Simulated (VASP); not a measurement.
A run of VASP 6.6.1 is set up as follows.

INCAR

```
SYSTEM = CdSe
PREC = Accurate
ENCUT = 520
EDIFF = 1E-6
ISMEAR = 0
SIGMA = 0.5
LREAL = .FALSE.
LASPH = .TRUE.
NELM = 80
ALGO = Normal
ISIF = 2
LWAVE = .FALSE.
LCHARG = .FALSE.
GGA = PS
```

The input KPOINTS:

```
regular mesh
0
G
  12 12 12
  0 0 0
```

The input POSCAR:

```
CdSe
1.0
    0.0000000000      2.8187600000      2.8187600000
    2.8187600000      0.0000000000      2.8187600000
    2.8187600000      2.8187600000      0.0000000000
Cd Se
1 1
Direct
    0.0000000000      0.0000000000      0.0000000000
    0.5000000000      0.5000000000      0.5000000000
```

Potentials or basis: VASP PAW PBE potentials, release 64 (Cd, Se).

Launch:

```sh
$ cat potpaw_PBE.64/Cd/POTCAR potpaw_PBE.64/Se/POTCAR > POTCAR
$ mpirun -np 1 vasp_std > vasp.out
```

(1) What does it give for the band gap on the k mesh?

(2) What does it give for the pressure?

Answers

(1) none (metal or under the smearing width).

(2) 0.1 GPa.

Caveat: the PAW data sets were made with another functional, which shifts forces and pressure a little.
